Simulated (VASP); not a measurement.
# Pd (Im-3m) in VASP: notebook

One crystal, Pd, is run at these levels: PBE; tasks: single point.

Everything below comes from runs of VASP 6.6.1. Logs are shortened: lines on timing, memory, paths and dates and some standing lists are left out, and cuts for length are marked.

## (1) The structure

The structure is cubic, space group Im-3m (No. 229). The conventional cell has a = 3.145 Å, b = 3.145 Å, c = 3.145 Å, α = 90.00°, β = 90.00°, γ = 90.00°. Pd (site symmetry m-3m) has 8 Pd at 2.72 Å as nearest neighbours.

This isn't the form of Pd at room conditions, which is fcc.

## (2) Single point, PBE

INCAR

```
SYSTEM = Pd
PREC = Accurate ; ENCUT = 460
EDIFF = 1E-6 ; ISMEAR = 0
SIGMA = 0.1 ; LREAL = .FALSE.
LASPH = .TRUE. ; NELM = 100
ALGO = Normal ; ISIF = 2
LWAVE = .FALSE. ; LCHARG = .FALSE.
GGA = PE ; ADDGRID = .TRUE.
```

KPOINTS

```
Automatic mesh
0
G
  11 11 11
  0 0 0
```

POSCAR

```
Pd
1.0
   -1.5345420000      1.5703810000      1.5719130000
    1.5565800000     -1.5514420000      1.5750130000
    1.5718420000      1.5887420000     -1.5529740000
Pd
1
Direct
    0.0275280000      0.0634310000      0.0341390000
```

Potentials or basis: VASP PAW PBE potentials, release 64 (Pd).

Run with:

```console
> cat potpaw_PBE.64/Pd/POTCAR > POTCAR
> mpirun -np 1 vasp_std > vasp.out
```

OUTCAR:

```text
SYSTEM = Pd
   PREC = Accurate
   ENCUT = 460
   EDIFF = 1E-6
   ISMEAR = 0
   LREAL = .FALSE.
   LASPH = .TRUE.
   NELM = 100
   ISIF = 2
   GGA = PE

 Found    666 irreducible k-points:

 Following reciprocal coordinates:
            Coordinates               Weight
  0.000000  0.000000  0.000000      1.000000
  0.090909  0.000000  0.000000      2.000000
  0.181818  0.000000 -0.000000      2.000000
  0.272727  0.000000  0.000000      2.000000
  0.363636  0.000000  0.000000      2.000000
  0.454545  0.000000  0.000000      2.000000
   k-points           NKPTS =    666   k-points in BZ     NKDIM =    666   number of bands    NBANDS=      9
   number of dos      NEDOS =    301   number of ions     NIONS =      1
   total plane-waves  NPLWV =   8000
   dimension x,y,z NGX =    20 NGY =   20 NGZ =   20
   dimension x,y,z NGXF=    40 NGYF=   40 NGZF=   40
   ions per type =               1
   NGX,Y,Z   is equivalent  to a cutoff of  12.31, 12.30, 12.22 a.u.
   NGXF,Y,Z  is equivalent  to a cutoff of  24.63, 24.59, 24.43 a.u.
 SYSTEM =  Pd
   PREC   = accura    normal or accurate (medium, high low for compatibility)
   ISTART =      0    job   : 0-new  1-cont  2-samecut
   ICHARG =      2    charge: 1-file 2-atom 10-const
   ISPIN  =      1    spin polarized calculation?
   LNONCOLLINEAR =      F non collinear calculations
   LSORBIT =      F    spin-orbit coupling
   LASPH  =      T    aspherical Exc in radial PAW
   ENCUT  =  460.0 eV  33.81 Ry    5.81 a.u.   4.72  4.73  4.76*2*pi/ulx,y,z
   NELM   =    100;   NELMIN=  2; NELMDL= -5     # of ELM steps
   EDIFF  = 0.1E-05   stopping-criterion for ELM
   LREAL  =      F    real-space projection
   EDIFFG = 0.1E-04   stopping-criterion for IOM
   NSW    =      0    number of steps for IOM
   IBRION =     -1    ionic relax: 0-MD 1-quasi-New 2-CG
   NFREE  =      0    steps in history (QN), initial steepest desc. (CG)
   ISIF   =      2    stress and relaxation
   ISYM   =      2    0-nonsym 1-usesym 2-fastsym
   POTIM  = 0.5000    time-step for ionic-motion
   TEBEG  =    0.0;   TEEND  =   0.0 temperature during run
   PSTRESS=    0.0 pullay stress
   NELECT =      10.0000    total number of electrons
   NUPDOWN=      -1.0000    fix difference up-down
   EMIN   =  10.00;   EMAX   =-10.00  energy-range for DOS
   EFERMI =   0.00;   METHOD = LEGACY
   ISMEAR =     0;   SIGMA  =   0.10  broadening in eV -4-tet -1-fermi 0-gaus
   EFERMI_NEDOS =   21; number of points for ismear=-14 and -15
   IALGO  =     38    algorithm
   IMIX   =      4    mixing-type and parameters
     AMIX     =   0.40;   BMIX     =  1.00
     AMIX_MAG =   1.60;   BMIX_MAG =  1.00
  volume/ion in A,a.u.               =      15.55       104.92
  Fermi-wavevector in a.u.,A,eV,Ry     =   1.413160  2.670485 27.171118  1.997021
  Thomas-Fermi vector in A             =   2.534834
   LORBIT       =      0    0 simple, 1 ext, 2 COOP (PROOUT), +10 PAW based schemes
   GGA     = PE    functional components
   LHFCALC =     F    Hartree Fock is set to
   AEXX    =    0.0000 exact exchange contribution
   IVDW    =     0    specifies the selected vdW correction
   LEPSILON=     F    determine dielectric tensor
   LRPA    =     F    only Hartree local field effects (RPA)
 non-spin polarized calculation
 Gauss-broadening in eV      SIGMA  =   0.10
  energy-cutoff  :      460.00
  volume of cell :       15.55
 maximum number of plane-waves:       369
   NGX =  9   NGY =  9   NGZ =  9

 number of electron      10.0000000 magnetization

 Free energy of the ion-electron system (eV)
  ---------------------------------------------------
  ext. energy  EPLUGINS =         0.00000000
  ---------------------------------------------------
  free energy    TOTEN  =        -5.16402085 eV

  energy without entropy =       -5.15563981  energy(sigma->0) =       -5.15983033

 E-fermi :   8.9188     XC(G=0): -12.8513

 val. band max:        8.9187232861   @ k =  -0.0909   0.0000   0.3636
 cond. band min:       8.9229475715   @ k =  -0.0000  -0.3636   0.2727
 fundamental gap:      0.0042242853
 Fermi energy:         8.9187560900

 k-point     1 :       0.0000    0.0000    0.0000
  band No.  band energies     occupation
      1       2.1900      2.00000
      2       6.0487      2.00000
      3       6.1446      2.00000
      4       6.3982      2.00000
      5       8.0180      2.00000
      6       8.0804      2.00000
      7      27.9475      0.00000
      8      28.0922      0.00000
      9      28.5271      0.00000

 k-point     2 :       0.0909    0.0000    0.0000
  band No.  band energies     occupation
      1       2.4842      2.00000
      2       6.0375      2.00000
      3       6.1197      2.00000
      4       6.5462      2.00000
      5       7.9210      2.00000
      6       8.0852      2.00000
      7      27.7073      0.00000
      8      28.1105      0.00000
      9      28.7670      0.00000

 k-point     3 :       0.1818    0.0000   -0.0000
  band No.  band energies     occupation
      1       3.2649      2.00000
      2       5.8132      2.00000
      3       6.1766      2.00000
      4       7.0748      2.00000
      5       7.7677      2.00000
      6       8.1091      2.00000
      7      26.0117      0.00000
      8      27.5983      0.00000
      9      29.5977      0.00000

 k-point     4 :       0.2727    0.0000    0.0000
  band No.  band energies     occupation
      1       4.0281      2.00000
      2       5.5198      2.00000
      3       6.6352      2.00000
      4       7.7605      2.00000
      5       7.8972      2.00000
      6       8.1590      2.00000
      7      22.8441      0.00000
      8      26.2212      0.00000
      9      30.3677      0.00000

 k-point     5 :       0.3636    0.0000    0.0000
  band No.  band energies     occupation
      1       4.1495      2.00000
      2       5.2618      2.00000
      3       7.7989      2.00000
      4       8.2102      2.00000
      5       8.2228      2.00000
      6       8.7695      1.96526
      7      19.4215      0.00000
      8      24.9167      0.00000
      9      28.0494      0.00000

 k-point     6 :       0.4545    0.0000    0.0000
  band No.  band energies     occupation
      1       4.0402      2.00000
      2       5.1139      2.00000
      3       7.9400      2.00000
      4       8.2688      2.00000
      5       9.3565      0.00000
      6       9.9521      0.00000
      7      16.7436      0.00000
      8      24.1822      0.00000
      9      26.7018      0.00000

 [... further k-points ...]

------------------------ aborting loop because EDIFF is reached ----------------------------------------

  FORCE on cell =-STRESS in cart. coord.  units (eV):
  Direction    XX          YY          ZZ          XY          YZ          ZX
  --------------------------------------------------------------------------------------
  -------------------------------------------------------------------------------------
  Total       -0.1020589     -0.0905578     -0.0924817     -0.1833974     -0.0785629     -0.0964967
  in kB      -10.5174617     -9.3322382     -9.5305002    -18.8996230     -8.0961283     -9.9442559
  external PRESSURE =      -9.7934000 kB  Pullay stress =       0.0000000 kB

 VOLUME and BASIS-vectors are now :
 -----------------------------------------------------------------------------
  energy-cutoff  :      460.00
  volume of cell :       15.55
      direct lattice vectors                 reciprocal lattice vectors
    -1.534542000  1.570381000  1.571913000    -0.005977961  0.314720194  0.315918219
     1.556580000 -1.551442000  1.575013000     0.317494029 -0.005640589  0.315580949
     1.571842000  1.588742000 -1.552974000     0.315948875  0.312837667 -0.004095334

 POSITION                                       TOTAL-FORCE (eV/Angst)
 -----------------------------------------------------------------------------------
      0.11015     -0.00094      0.09016         0.000000     -0.000000      0.000000
 -----------------------------------------------------------------------------------
    total drift:                               -0.000000      0.000000     -0.000000

  FREE ENERGIE OF THE ION-ELECTRON SYSTEM (eV)
  ---------------------------------------------------
  free  energy   TOTEN  =        -5.1640208450 eV

  energy  without entropy=       -5.1556398108  energy(sigma->0) =       -5.15983033
```

It took 74 s on 1 thread of Intel Xeon Platinum 8375C at 2.90GHz (Ice Lake), shared host; peak memory 0.25 GiB.

The run converged, but some of its settings lie outside the range that counts as converged, so its numbers aren't taken as properties of the crystal.

What came out:

| Property | Result |
| --- | --- |
| Free energy | -5.1640 eV |
| Pressure | -1.0 GPa |
| Band gap on the k mesh | none (metal or under the smearing width) |

## (3) Single point, PBE

INCAR

```
SYSTEM = Pd
PREC = Accurate ; ENCUT = 460
EDIFF = 1E-6 ; ISMEAR = 0
SIGMA = 0.1 ; LREAL = .FALSE.
LASPH = .FALSE. ; NELM = 100
ALGO = Normal ; ISIF = 2
LWAVE = .FALSE. ; LCHARG = .FALSE.
GGA = PE ; ADDGRID = .FALSE.
```

KPOINTS is that of step 2.

POSCAR

```
Pd
1.0
   -1.5722810000      1.5722810000      1.5722810000
    1.5722810000     -1.5722810000      1.5722810000
    1.5722810000      1.5722810000     -1.5722810000
Pd
1
Direct
    0.0000000000      0.0000000000      0.0000000000
```

Potentials or basis: VASP PAW PBE potentials, release 64 (Pd).

Run with:

```console
> cat potpaw_PBE.64/Pd/POTCAR > POTCAR
> mpirun -np 1 vasp_std > vasp.out
```

Wall time 10 s (1 thread of Intel Xeon Platinum 8375C at 2.90GHz (Ice Lake), shared host); peak memory 0.13 GiB.

The run converged, but some of its settings lie outside the range that counts as converged, so its numbers aren't taken as properties of the crystal.

What came out:

* Free energy: -5.1668 eV
* Pressure: -1.1 GPa
* Band gap on the k mesh: none (metal or under the smearing width)

## (4) Single point, PBE

INCAR is that of step 3.

KPOINTS is that of step 3.

POSCAR

```
Pd
1.0
   -1.5345420000      1.5703810000      1.5719130000
    1.5565800000     -1.5514420000      1.5750130000
    1.5718420000      1.5887420000     -1.5529740000
Pd
1
Direct
    0.0275280000      0.0634310000      0.0341390000
```

Run with:

```console
> cat potpaw_PBE.64/Pd/POTCAR > POTCAR
> mpirun -np 1 vasp_std > vasp.out
```

Run time: 68 s. Hardware: 1 thread of Intel Xeon Platinum 8375C at 2.90GHz (Ice Lake), shared host; peak memory 0.19 GiB.

These settings aren't checked as converged: the numbers below hold their error.

What came out:

| Quantity | Value |
| --- | --- |
| Free energy | -5.1634 eV |
| Pressure | -1.0 GPa |
| Band gap on the k mesh | none (metal or under the smearing width) |
